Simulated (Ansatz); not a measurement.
# InH: a trial structure relaxed

The task: take a trial cell of InH to zero force and stress.

Program: Ansatz 0.2.0. Level of theory: DFT PBE, scalar-relativistic, plane waves, PAW. These are calculated values, not measurements.

### Step 1. The system as given

The structure is hexagonal, space group P6/mmm (No. 191). Conventional cell: a = 3.385 Å, b = 3.385 Å, c = 3.689 Å, α = 90.00°, β = 90.00°, γ = 120.00°. In (site symmetry 6/mmm) has 2 H at 1.84 Å as nearest neighbours. H (site symmetry 6/mmm) has 2 In at 1.84 Å as nearest neighbours.

Structure file:

```cif
data_structure
_symmetry_space_group_name_H-M 'P 1'
_symmetry_Int_Tables_number 1
_cell_length_a 3.3851
_cell_length_b 3.3851
_cell_length_c 3.6888
_cell_angle_alpha 90.000
_cell_angle_beta 90.000
_cell_angle_gamma 120.000
_cell_volume 36.61
loop_
_atom_site_label
_atom_site_type_symbol
_atom_site_fract_x
_atom_site_fract_y
_atom_site_fract_z
_atom_site_occupancy
In1 In 0.00000 0.00000 0.50000 1
H1 H 0.00000 0.00000 0.00000 1
```

Recipe of the guess: random cell by space group and Wyckoff sites (P6/mmm, No. 191). Its size is a rough estimate.

### Step 2. A first look at the guess

Contents of input.yaml:

```yaml
crystal:
  lattice:
    - [3.3851129, 0.0, 0.0]
    - [-1.69255645, 2.93159377, 0.0]
    - [0.0, 0.0, 3.68883297]
  atoms:
    - { symbol: In, position: [0.0, 0.0, 0.5] }
    - { symbol: H, position: [0.0, 0.0, 0.0] }
basis:
  ecutwfc: 420
kpoints:
  mp_grid: { grid: [6, 6, 6] }
hamiltonian:
  xc: pbe
scf:
  occupations: { method: gaussian, width: 0.1 }
  lower_state_search: "off"
output:
  forces: true
  stress: true
  eigenvalues: true
```

Run with:

```sh
> ansatz run input.yaml --threads 1 --pin off --max-ram 2560MiB --backend cpu --events-out ev --progress --plain --runs-dir out
```

The log of the run (excerpt; [...] marks lines left out):

```text
[...]
SCF converged after 6 iterations
Free energy (F): -5613.012544 eV
[...]
E sigma→0 (E₀):  -5613.011675 eV
Entropy (-TS):   -0.001738 eV (-0.869 meV/atom)
Fermi energy:    6.352646 eV
[...]
--- Forces (eV/Å), atoms counted from 1 ---
  atom   1  In     0.00000000     0.00000000     0.00000000
  atom   2  H      0.00000000    -0.00000000     0.00000000
[...]
--- Stress (GPa, compression-positive) ---
       -4.566796       0.000000       0.000000
        0.000000      -4.566796       0.000000
        0.000000       0.000000      10.988265
  P = ⅓ Tr σ = 0.6182 GPa (6.182 kbar)
--- Band table (eV; the first three rows and the last of 28) ---
  k-point 0: bands = ["-8.4040", "-7.9950", "-7.9950", "-7.7925", "-7.7925", "-2.5255", "8.5784", "9.6355", "14.9423", "14.9423", "16.6490"]
[...]
```

Wall time 0.88 s (1 thread of Arm Neoverse V1, shared host); peak memory 0.27 GiB.

From the probe: pressure 0.6 GPa, largest force 0.00 eV/Å, gap on this mesh none (metal). A cheap, loose relaxation comes first.

### Step 3. Coarse relaxation

input.yaml, as its differences from that of step 2:

```diff
@@ -21 +21,6 @@
   eigenvalues: true
+relax:
+  adjacent_minimum: "off"
+  f_tol: 0.04
+  max_steps: 70
+  cell: { stress_tol: 0.4 }
```

Run with:

```sh
> ansatz run input.yaml --threads 1 --pin off --max-ram 2560MiB --backend cpu --events-out ev --progress --plain --runs-dir out
```

The log of the run:

```text
Warning: RAYON_NUM_THREADS=1 ignored (pool sized by the plan → 1); use --threads N
Engine: ansatz 0.2.0, aarch64-unknown-linux-gnu
Pseudopotentials: kind: paw
Pseudopotential: In, paw, valence charge 13, recommended cutoff 420 eV (normal), In.paw.azcp
Pseudopotential: H, paw, valence charge 1, recommended cutoff 420 eV (normal), H.paw.azcp
Functional definition: PBE
  parameter kappa = 0.804
  parameter beta = 0.06672455060314922
  exchange = pbe_x(kappa = kappa, mu = beta*pi^2/3)
  correlation = pbe_c(beta = beta)
Crystal: 2 atoms, lattice volume = 36.607 Å³
Basis set: ecut = 420 eV, 733 PW (Γ), exchange–correlation on 48×48×50 points (8 copies of the dense FFT grid, shifted against one another)
Bands: 11, of which v1, the nominal top of the filled ones, is band 7 counted from 1 (6 counted from 0)
Symmetry: 24 space group operations
Space group: P6/mmm (ITA 191), of the structure as read, at distance tolerance 3.3e-5 Å
k-points: 28 of 216
Non-local potential: In, projectors of the file, l = 0: 2, l = 1: 2, l = 2: 2, l = 3: 2
Non-local potential: H, projectors of the file, l = 0: 2, l = 1: 1
PAW form: soft (Blöchl's): semilocal exchange-correlation on the pseudo side does not see the compensation charge
PAW one-centre angular grid: In, 590 points (default); XC on 64 Gauss nodes
PAW one-centre angular grid: H, 110 points (default); XC on 64 Gauss nodes
Initial density: superposition of atomic densities (neutral atoms: chi_scale 0, normalization atom), corrected by the library's trained network
Initial wavefunctions: pseudopotential atomic-orbital guess
Functional: x = pbe(κ = 0.804, μ = 0.2195149727645171), c = pbe(β = 0.06672455060314922)
SCF iter   1: F=—  HF=-5613.013664 eV  |F-HF|=—  |Δ(HF+E_count)|=         —  Δρ=2.92e-3  dr2=7.33e-3  ethr=1.77e-3  ⟨swp⟩=5.2  Hψ=1840  notcnv=0
preconditioner: auto → none  [insulator: Δε(μ)=0.640 eV  Ē_g=17.352 eV  σ=0.100 eV  W_gap=0.71  n_scr=8 (ndim 8)  ℏωp=23.0 eV  f_vac=0.019  D(μ)=0.37/eV (n_scr^D=0)  ε∞_Penn≈2.8]
SCF iter   2: F=—  HF=-5613.011868 eV  |F-HF|=—  |Δ(HF+E_count)|=   1.80e-3  Δρ=1.08e-3  dr2=6.61e-4  ethr=5.24e-5  ⟨swp⟩=1.6  Hψ=561  notcnv=0  defer=1
SCF iter   3: F=—  HF=-5613.012434 eV  |F-HF|=—  |Δ(HF+E_count)|=   5.66e-4  Δρ=3.93e-4  dr2=6.27e-5  ethr=4.72e-6  ⟨swp⟩=2.0  Hψ=360  notcnv=0  defer=1
SCF iter   4: F=—  HF=-5613.012546 eV  |F-HF|=—  |Δ(HF+E_count)|=   1.12e-4  Δρ=1.53e-4  dr2=6.53e-6  ethr=4.48e-7  ⟨swp⟩=2.1  Hψ=481  notcnv=0  defer=1
SCF iter   5: F=—  HF=-5613.012544 eV  |F-HF|=—  |Δ(HF+E_count)|=   1.93e-6  Δρ=3.21e-5  dr2=1.95e-7  ethr=4.67e-8  ⟨swp⟩=2.1  Hψ=488  notcnv=0  defer=1
SCF iter   6: F=-5613.012544 eV  HF=-5613.012544 eV  |F-HF|=3.49e-8  |Δ(HF+E_count)|=   4.92e-7  Δρ=1.15e-5  dr2=3.58e-8  ethr=7.14e-10  ⟨swp⟩=6.2  Hψ=1503  notcnv=0
SCF 1 converged in 6 iterations: F = -5613.012544 eV  dr2 = 3.58e-8
relax step   1: F+E_penalty+E_count = -5613.01254440 eV  Δ(F+E_penalty+E_count) = +0.000e0 eV  max|allowed force component| = 8.223e-32 eV/Å  Δτ_max = 0.0000 Å  P = +0.618 GPa  Ω = 36.607 Å³  (6 SCF iters, dr2 threshold 1.00e-7 eV, accepted)
Crystal: 2 atoms, lattice volume = 34.726 Å³
Basis set: ecut = 420 eV, 709 PW (Γ), exchange–correlation on 48×48×50 points (8 copies of the dense FFT grid, shifted against one another)
Initial density: handed on by an earlier stage of this run
Initial wavefunctions: those handed on with the density
iter 1 solved again at ethr=2.29e-5 eV; its pass at ethr=3.10e-3 eV (dr2=3.21e-3 eV) is discarded
SCF iter   1: F=—  HF=-5613.146276 eV  |F-HF|=—  |Δ(HF+E_count)|=         —  Δρ=4.04e-3  dr2=3.19e-3  ethr=2.29e-5  ⟨swp⟩=1.7  Hψ=2672  notcnv=0
preconditioner: auto → none  [insulator: Δε(μ)=0.284 eV  Ē_g=17.604 eV  σ=0.100 eV  W_gap=0.50  n_scr=8 (ndim 8)  ℏωp=23.6 eV  f_vac=0.000  D(μ)=0.21/eV (n_scr^D=0)  ε∞_Penn≈2.8]
SCF iter   2: F=—  HF=-5613.146557 eV  |F-HF|=—  |Δ(HF+E_count)|=   2.81e-4  Δρ=1.67e-3  dr2=4.06e-4  ethr=2.28e-5  ⟨swp⟩=1.3  Hψ=319  notcnv=0
SCF iter   3: F=—  HF=-5613.146925 eV  |F-HF|=—  |Δ(HF+E_count)|=   3.68e-4  Δρ=4.29e-4  dr2=2.79e-5  ethr=2.90e-6  ⟨swp⟩=2.0  Hψ=361  notcnv=0
SCF iter   4: F=—  HF=-5613.146966 eV  |F-HF|=—  |Δ(HF+E_count)|=   4.13e-5  Δρ=4.82e-5  dr2=6.67e-7  ethr=1.99e-7  ⟨swp⟩=2.0  Hψ=365  notcnv=0
SCF iter   5: F=-5613.146967 eV  HF=-5613.146967 eV  |F-HF|=5.86e-8  |Δ(HF+E_count)|=   4.04e-7  Δρ=1.85e-5  dr2=1.19e-7  ethr=1.43e-9  ⟨swp⟩=6.6  Hψ=1655  notcnv=0
SCF 2 converged in 5 iterations: F = -5613.146967 eV  dr2 = 1.19e-7
relax step   2: F+E_penalty+E_count = -5613.14696657 eV  Δ(F+E_penalty+E_count) = -1.344e-1 eV  max|allowed force component| = 1.643e-32 eV/Å  Δτ_max = 0.0000 Å  P = -0.755 GPa  Ω = 34.726 Å³  energy of the carried Pulay correction = +1.194e-3 eV  (5 SCF iters, dr2 threshold 2.00e-7 eV, accepted)
Crystal: 2 atoms, lattice volume = 33.100 Å³
Basis set: ecut = 420 eV, 625 PW (Γ), exchange–correlation on 48×48×50 points (8 copies of the dense FFT grid, shifted against one another)
iter 1 solved again at ethr=5.47e-6 eV; its pass at ethr=3.10e-3 eV (dr2=7.66e-4 eV) is discarded
SCF iter   1: F=—  HF=-5613.151303 eV  |F-HF|=—  |Δ(HF+E_count)|=         —  Δρ=1.63e-3  dr2=8.28e-4  ethr=5.47e-6  ⟨swp⟩=2.0  Hψ=2663  notcnv=0
preconditioner: auto → none  [insulator: Δε(μ)=0.391 eV  Ē_g=17.844 eV  σ=0.100 eV  W_gap=0.69  n_scr=8 (ndim 8)  ℏωp=24.1 eV  f_vac=0.000  D(μ)=0.36/eV (n_scr^D=0)  ε∞_Penn≈2.8]
SCF iter   2: F=—  HF=-5613.151290 eV  |F-HF|=—  |Δ(HF+E_count)|=   1.35e-5  Δρ=8.19e-4  dr2=1.44e-4  ethr=5.47e-6  ⟨swp⟩=2.6  Hψ=503  notcnv=0
SCF iter   3: F=—  HF=-5613.151354 eV  |F-HF|=—  |Δ(HF+E_count)|=   6.41e-5  Δρ=1.96e-4  dr2=1.21e-5  ethr=1.03e-6  ⟨swp⟩=2.4  Hψ=416  notcnv=0
SCF iter   4: F=-5613.151360 eV  HF=-5613.151359 eV  |F-HF|=2.85e-7  |Δ(HF+E_count)|=   5.47e-6  Δρ=3.04e-5  dr2=1.86e-7  ethr=1.43e-9  ⟨swp⟩=5.1  Hψ=1930  notcnv=0
SCF 3 converged in 4 iterations: F = -5613.151360 eV  dr2 = 1.86e-7
relax step   3: F+E_penalty+E_count = -5613.15135951 eV  Δ(F+E_penalty+E_count) = -4.393e-3 eV  max|allowed force component| = 6.625e-32 eV/Å  Δτ_max = 0.0000 Å  P = +0.665 GPa  Ω = 33.100 Å³  energy of the carried Pulay correction = +2.161e-3 eV  (4 SCF iters, dr2 threshold 2.00e-7 eV, accepted)
Crystal: 2 atoms, lattice volume = 33.705 Å³
Basis set: ecut = 420 eV, 697 PW (Γ), exchange–correlation on 48×48×50 points (8 copies of the dense FFT grid, shifted against one another)
iter 1 solved again at ethr=1.10e-6 eV; its pass at ethr=3.10e-3 eV (dr2=1.54e-4 eV) is discarded
SCF iter   1: F=—  HF=-5613.152995 eV  |F-HF|=—  |Δ(HF+E_count)|=         —  Δρ=7.24e-4  dr2=1.67e-4  ethr=1.10e-6  ⟨swp⟩=2.0  Hψ=2631  notcnv=0
preconditioner: auto → none  [insulator: Δε(μ)=0.313 eV  Ē_g=17.787 eV  σ=0.100 eV  W_gap=0.52  n_scr=8 (ndim 8)  ℏωp=23.9 eV  f_vac=0.001  D(μ)=0.24/eV (n_scr^D=0)  ε∞_Penn≈2.8]
SCF iter   2: F=—  HF=-5613.152972 eV  |F-HF|=—  |Δ(HF+E_count)|=   2.29e-5  Δρ=3.60e-4  dr2=2.85e-5  ethr=1.10e-6  ⟨swp⟩=2.5  Hψ=506  notcnv=0
SCF iter   3: F=—  HF=-5613.152977 eV  |F-HF|=—  |Δ(HF+E_count)|=   4.42e-6  Δρ=7.94e-5  dr2=2.17e-6  ethr=2.04e-7  ⟨swp⟩=2.1  Hψ=490  notcnv=0
SCF iter   4: F=-5613.152977 eV  HF=-5613.152977 eV  |F-HF|=3.67e-8  |Δ(HF+E_count)|=   2.96e-7  Δρ=1.18e-5  dr2=2.66e-8  ethr=1.43e-9  ⟨swp⟩=4.1  Hψ=1753  notcnv=0
SCF 4 converged in 4 iterations: F = -5613.152977 eV  dr2 = 2.66e-8
relax step   4: F+E_penalty+E_count = -5613.15297713 eV  Δ(F+E_penalty+E_count) = -1.618e-3 eV  max|allowed force component| = 4.943e-32 eV/Å  Δτ_max = 0.0000 Å  P = +0.074 GPa  Ω = 33.705 Å³  energy of the carried Pulay correction = +1.802e-3 eV  (4 SCF iters, dr2 threshold 2.00e-7 eV, accepted)
Basis set: ecut = 420 eV, 697 PW (Γ), exchange–correlation on 48×48×54 points (8 copies of the dense FFT grid, shifted against one another)
Initial wavefunctions: pseudopotential atomic-orbital guess (no wavefunctions were taken with the density)
iter 1 solved again at ethr=2.97e-7 eV; its pass at ethr=3.10e-3 eV (dr2=4.16e-5 eV) is discarded
SCF iter   1: F=—  HF=-5613.152041 eV  |F-HF|=—  |Δ(HF+E_count)|=         —  Δρ=2.41e-4  dr2=2.17e-6  ethr=2.97e-7  ⟨swp⟩=2.6  Hψ=2543  notcnv=0
preconditioner: auto → none  [insulator: Δε(μ)=0.316 eV  Ē_g=17.775 eV  σ=0.100 eV  W_gap=0.53  n_scr=8 (ndim 8)  ℏωp=23.9 eV  f_vac=0.000  D(μ)=0.24/eV (n_scr^D=0)  ε∞_Penn≈2.8]
SCF iter   2: F=—  HF=-5613.152080 eV  |F-HF|=—  |Δ(HF+E_count)|=   3.89e-5  Δρ=1.19e-4  dr2=5.19e-7  ethr=1.55e-8  ⟨swp⟩=3.0  Hψ=508  notcnv=0
SCF iter   3: F=—  HF=-5613.152093 eV  |F-HF|=—  |Δ(HF+E_count)|=   1.27e-5  Δρ=1.64e-5  dr2=2.85e-8  ethr=3.71e-9  ⟨swp⟩=2.8  Hψ=501  notcnv=0
SCF iter   4: F=-5613.152093 eV  HF=-5613.152093 eV  |F-HF|=2.13e-9  |Δ(HF+E_count)|=   1.51e-7  Δρ=2.62e-6  dr2=7.05e-10  ethr=9.14e-12  ⟨swp⟩=3.6  Hψ=1467  notcnv=0
SCF 5 converged in 4 iterations: F = -5613.152093 eV  dr2 = 7.05e-10
relax step   5: F+E_penalty+E_count = -5613.15209312 eV  Δ(F+E_penalty+E_count) = +8.840e-4 eV  max|allowed force component| = 9.861e-32 eV/Å  Δτ_max = 0.0000 Å  P = +0.051 GPa  Ω = 33.705 Å³  stress off target by 5.61e-2 GPa  SCF on the basis re-selected at this cell (its energy is not comparable with the rows above)  (4 SCF iters)
basis re-selected at this cell: Δ(F+E_penalty+E_count) = +8.840e-4 eV, ΔP = -0.023 GPa vs the last step (what re-selecting the basis moved, of the pressure what is left beyond the Pulay correction that the steps carried, after the strain that the cell walked since its last selection, with what the two solves' SCF thresholds leave and, on support functions, any second-order correction that the steps lacked; it is no measure of the basis error at this ecutwfc). The dense FFT grid was sized anew with the basis: this SCF ran on 24×24×27 points, the steps before it on 24×24×25, so part of this shift can come from that change (see relax.cell in the input reference). This SCF's stress stands 5.61e-2 GPa from its target on what of the cell is left free (relax.cell.stress_tol is 4.00e-1 GPa) and its largest allowed force component is 9.86e-32 eV/Å (relax.f_tol is 4.00e-2 eV/Å): within both
SCF converged after 4 iterations
Free energy (F): -5613.152093 eV
Harris-Foulkes:  -5613.152093 eV  (|F-HF|=2.13e-9)
Internal energy: -5613.150874 eV  (E = F + TS)
E sigma→0 (E₀):  -5613.151484 eV
Entropy (-TS):   -0.001219 eV (-0.609 meV/atom)
Fermi energy:    7.491080 eV
--- Per-component energies (eV) ---
  E_band       = -58.660235
  E_kinetic    = 255.224559
  E_local      = -1266.131979  (includes V_loc(G=0)·N_el)
  E_nonlocal   = 367.934690
  E_hartree    = 498.845010
  E_xc         = -223.976814
  E_vxc        = -110.494565  (∫ρ·V_xc dr)
  E_paw        = -4154.670831  (= ΣΔE_a)
  E_vpaw       = -302.882182  (= ΣTr[D̂ρ^β])
  E_aug_tail   = -0.001072  (compensation charges beyond the density's cutoff)
  E_ewald      = -1090.374438
  E_smearing   = -0.001219  (= −TS)
  E_closure    = -0.000000  (closes the sum)
  Σ components = -5613.152093   (vs F -5613.152093, Δ=0.00e0)
--- Forces (eV/Å), atoms counted from 1 ---
  atom   1  In    -0.00000000    -0.00000000     0.00000000
  atom   2  H      0.00000000     0.00000000     0.00000000
  max |Σ_I F_I| component: 1.97e-31 eV/Å
--- Stress (GPa, compression-positive) ---
        0.056139       0.000000      -0.000000
       -0.000000       0.056139       0.000000
       -0.000000       0.000000       0.039512
  P = ⅓ Tr σ = 0.0506 GPa (0.506 kbar)
--- Band table (eV; the first three rows and the last of 28) ---
  k-point 0: bands = ["-7.5414", "-7.2841", "-7.2841", "-6.9570", "-6.9570", "-2.0700", "8.3867", "9.1423", "18.0311", "18.0311", "18.8586"]
  k-point 1: bands = ["-7.4907", "-7.2834", "-7.2834", "-6.9620", "-6.9620", "-1.7986", "5.5622", "12.0900", "18.3297", "18.3297", "19.0148"]
  k-point 2: bands = ["-7.3898", "-7.2820", "-7.2820", "-6.9720", "-6.9720", "-0.9691", "2.8670", "14.5046", "19.0979", "19.0979", "20.2701"]
  k-point 27: bands = ["-7.1618", "-7.1618", "-7.1260", "-7.1260", "-7.0062", "3.6086", "6.3845", "7.9891", "7.9891", "12.6918", "12.6918"]
--- Relaxed structure (4 steps of the walk, 4 accepted, 1 SCFs on fresh bases) ---
  F+E_penalty+E_count = -5613.15209312 eV   max|allowed force component| = 9.861e-32 eV/Å   (the final SCF, on the basis selected at the relaxed cell)
  cell:  # Å, volume = 33.7048 Å³
    - [3.1669317759057316, -1.5707786310542554e-33, 7.831942409169591e-19]
    - [-1.5834658879528658, 2.742643369986531, -3.915971204584803e-19]
    - [8.534642185423854e-19, -9.984989469751029e-34, 3.8804658721237137]
  atoms:
    - { symbol: In, position: [-2.407412430484045e-35, 3.2077960149513886e-38, 0.4999999999999999] }
    - { symbol: H, position: [9.377522946856826e-37, -3.207796014953369e-38, 0.0] }
```

Run time: 4.8 s. Hardware: 1 thread of Arm Neoverse V1, shared host; peak memory 0.28 GiB.

The steps of the relaxation:

```csv
step,E - E(step 1) (eV/cell),largest force component (eV/Å),pressure (GPa),volume (Å³)
1,0.0000,0.0000,0.62,36.61
2,-0.1344,0.0000,-0.76,34.73
3,-0.1388,0.0000,0.66,33.10
4,-0.1404,0.0000,0.07,33.70
5,-0.1395,0.0000,0.05,33.70
```

Step 1 is the start. Step 5 repeats the geometry before it on a plane-wave basis chosen anew for that cell, so its energy need not be comparable with the rows above.

|  | before | after | change |
| --- | --- | --- | --- |
| a (Å) | 3.385 | 3.167 | -6.4 % |
| b (Å) | 3.385 | 3.167 | -6.4 % |
| c (Å) | 3.689 | 3.880 | +5.2 % |
| volume (Å³/atom) | 18.30 | 16.85 | -7.9 % |
| shortest distance (Å) | 1.844 | 1.940 | +5.2 % |
| space group (0.01 Å) | P6/mmm | P6/mmm | same |

The run keeps the 24 symmetry operations of the start, so it could not have lowered the symmetry.

### Step 4. Full relaxation

The end of the coarse run is made exact in the group found at a tolerance of 0.06 Å and reduced to its primitive cell.

Contents of input.yaml:

```yaml
crystal:
  lattice:
    - [3.1669317759, 0.0, 0.0]
    - [-1.583465888, 2.74264337, 0.0]
    - [0.0, 0.0, 3.8804658721]
  atoms:
    - { symbol: In, position: [0.0, 0.0, 0.5] }
    - { symbol: H, position: [0.0, 0.0, 0.0] }
basis:
  ecutwfc: 420
kpoints:
  mp_grid: { grid: [24, 24, 14] }
hamiltonian:
  xc: pbe
scf:
  occupations: { method: gaussian, width: 0.1 }
output:
  forces: true
  stress: true
  eigenvalues: true
relax:
  adjacent_minimum: "off"
  f_tol: 0.01
  max_steps: 80
  cell: { stress_tol: 0.05 }
```

Run with:

```sh
> ansatz run input.yaml --threads 1 --pin off --max-ram 2560MiB --backend cpu --events-out ev --progress --plain --runs-dir out
```

The log of the run (excerpt; [...] marks lines left out):

```text
Warning: RAYON_NUM_THREADS=1 ignored (pool sized by the plan → 1); use --threads N
[...]
[... 4 set-up lines as earlier in the session ...]
[...]
Crystal: 2 atoms, lattice volume = 33.705 Å³
Basis set: ecut = 420 eV, 697 PW (Γ), exchange–correlation on 48×48×54 points (8 copies of the dense FFT grid, shifted against one another)
Bands: 11, of which v1, the nominal top of the filled ones, is band 7 counted from 1 (6 counted from 0)
[... 1 set-up line as earlier in the session ...]
Space group: P6/mmm (ITA 191), of the structure as read, at distance tolerance 3.2e-5 Å
k-points: 488 of 8064
[...]
SCF iter   1: F=—  HF=-5613.151174 eV  |F-HF|=—  |Δ(HF+E_count)|=         —  Δρ=2.69e-3  dr2=1.97e-3  ethr=1.77e-3  ⟨swp⟩=5.2  Hψ=31847  notcnv=0
[...]
--- Stress (GPa, compression-positive) ---
        0.008619       0.000000       0.000000
        0.000000       0.008619       0.000000
        0.000000       0.000000      -0.006038
  P = ⅓ Tr σ = 0.0037 GPa (0.037 kbar)
--- Band table (eV; the first three rows and the last of 488) ---
  k-point 0: bands = ["-7.5668", "-7.2990", "-7.2990", "-6.9860", "-6.9860", "-2.0912", "8.2535", "9.0461", "17.9784", "17.9784", "18.7723"]
[...]
--- Relaxed structure (3 steps of the walk, 3 accepted, 1 SCFs on fresh bases) ---
  F+E_penalty+E_count = -5613.15169030 eV   max|allowed force component| = 3.274e-32 eV/Å   (the final SCF, on the basis selected at the relaxed cell)
  cell:  # Å, volume = 33.8785 Å³
    - [3.169046974245265, 2.8886728038393173e-11, -1.2588016276775702e-33]
    - [-1.5845234871476495, 2.744475185468166, 6.294008138487222e-34]
    - [-1.5424193198927214e-33, 0.0, 3.895260309245809]
  atoms:
    - { symbol: In, position: [-2.266658291658199e-36, 2.385750883188539e-47, 0.5] }
    - { symbol: H, position: [2.2666582916581912e-36, -2.385750883188527e-47, 1.2117043567102862e-38] }
```

Wall time 46 s (1 thread of Arm Neoverse V1, shared host); peak memory 0.48 GiB.

Relaxation path:

| step | E - E(step 1) (eV/cell) | largest force component (eV/Å) | pressure (GPa) | volume (Å³) |
| --- | --- | --- | --- | --- |
| 1 | 0.0000 | 0.0000 | 0.31 | 33.70 |
| 2 | -0.0001 | 0.0000 | -0.15 | 33.99 |
| 3 | -0.0002 | 0.0000 | 0.00 | 33.88 |
| 4 | -0.0003 | 0.0000 | 0.00 | 33.88 |

Step 1 is the start. Step 4 repeats the geometry before it on a plane-wave basis chosen anew for that cell, so its energy need not be comparable with the rows above.

|  | before | after | change |
| --- | --- | --- | --- |
| a (Å) | 3.167 | 3.169 | +0.1 % |
| b (Å) | 3.167 | 3.169 | +0.1 % |
| c (Å) | 3.880 | 3.895 | +0.4 % |
| volume (Å³/atom) | 16.85 | 16.94 | +0.5 % |
| shortest distance (Å) | 1.940 | 1.948 | +0.4 % |
| space group (0.01 Å) | P6/mmm | P6/mmm | same |

Forces and stress were held to the start's 24 operations: a distortion of lower symmetry was not tested.

### Step 5. Outcome

| quantity | value |
| --- | --- |
| symmetry at the end (tolerance 0.05 Å) | space group P6/mmm (No. 191) |
| conventional cell | a = 3.169 Å, b = 3.169 Å, c = 3.895 Å, α = 90.00°, β = 90.00°, γ = 120.00° |
| volume | 16.94 Å³/atom |
| energy over the elements (uncorrected; H, N, O, F and Cl as molecules) | +0.28 eV/atom |
| gap on the mesh | none (metal) |

In words: The space group P6/mmm (No. 191) is kept, and the volume per atom shrinks by 7.5 % from the first guess. The formation energy is positive, so the separate elements lie lower. No finished test with a distortion of lower symmetry is shown, so the end may be a saddle point.
